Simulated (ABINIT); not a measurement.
A run of ABINIT 10.8.3 (patched build) is set up as follows.

The input run.abi:

```
# Datasets: one volume each
ndtset 7
getwfk -1
scalecart1 3*0.9795861087
scalecart2 3*0.9864848297
scalecart3 3*0.9932883884
scalecart4 3*1.0000000000
scalecart5 3*1.0066227096
scalecart6 3*1.0131594038
scalecart7 3*1.0196128224

# Pseudopotentials
pp_dirpath "./"
pseudos "Cd.GGA_PBE-JTH.xml, O.GGA_PBE-JTH.xml"

# Structure
acell 3*1.0 Angstrom
rprim
     0.0000000000     2.3495000000     2.3495000000
     2.3495000000     0.0000000000     2.3495000000
     2.3495000000     2.3495000000     0.0000000000
ntypat 2
znucl 48 8
natom 2
typat 1 2
xred
     0.0000000000     0.0000000000     0.0000000000
     0.5000000000     0.5000000000     0.5000000000

# Plane-wave basis
ecut 625.861884 eV
pawecutdg 45.0

# k points
kptopt 1
ngkpt 10 10 10
nshiftk 1
shiftk 0.0 0.0 0.0

# Exchange and correlation
ixc 14
vdw_xc 7

# Bands and occupations
nband 13
occopt 3
tsmear 0.05 eV

# SCF cycle
nstep 100
tolvrs 1.0e-9

# Output
iomode 3
prtwf 1
prtden 0
prteig 0
prtebands 0
```

Potentials or basis: JTH PAW PBE v2.0.

Run with:

```bash
$ abinit run.abi > log 2>&1
```

Task: Estimate the bulk modulus.

Result: 132 GPa.

Task: What does it give for the equilibrium volume?

Result: 13.20 Å³/atom.

Energy against volume, from the lowest point:
```tsv
volume (Å³/atom)	energy (meV/atom)
12.191	36.92
12.451	19.53
12.710	8.00
12.970	1.68
13.229	0.00
13.488	2.46
13.748	8.62
```

Caveat: pressures at fixed basis lie under the slope of the energies; the PAW data sets were made with another functional, which shifts forces and pressure a little. Zero-point motion and thermal expansion aren't in these numbers.
